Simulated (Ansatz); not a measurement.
GaN at a changed volume: Quadrupolar parameters

The cell is a COD entry, relaxed with PBE at fixed cell and then changed (volume scaled by 0.96, ions relaxed).

```
CELL_PARAMETERS angstrom
3.13702 0.00000 0.00000
-1.56851 2.71674 0.00000
0.00000 0.00000 5.09618
ATOMIC_POSITIONS crystal
Ga 0.33333 0.66667 0.00394
Ga 0.66667 0.33333 0.50394
N 0.33333 0.66667 0.38106
N 0.66667 0.33333 0.88106
```

Sites (sets of like atoms) are named by element and the number of their first atom in this list.

The numbers come from a DFT calculation in Ansatz (PBE, plane waves and PAW, scalar-relativistic, 420 eV cutoff, Γ-centred 11×11×6 k-points, Fermi–Dirac smearing 0.02 eV).

C_Q = eQV_zz/h, which is 24.18 MHz for Q = 1 b and V_zz = 10²¹ V/m²; η = (V_xx − V_yy)/V_zz.

⁷¹Ga: I = 3/2, Q = 107.0 mb; 14N: I = 1, Q = 20.44 mb. Q values from Pyykkö, Mol. Phys. 116, 1328 (2018).

```tsv
site	atoms (order as listed)	first shell	V_zz (10²¹ V/m²)	η	C_Q (MHz)
Ga	1, 2	4 N at 1.92 Å	0.44	0.00	1.13
N	3, 4	4 Ga at 1.92 Å	0.047	0.00	0.023
```

An axis of threefold or higher order runs through Ga and N, so V_zz lies along it and η is zero.

At this changed cell the PBE pressure is 16 GPa.
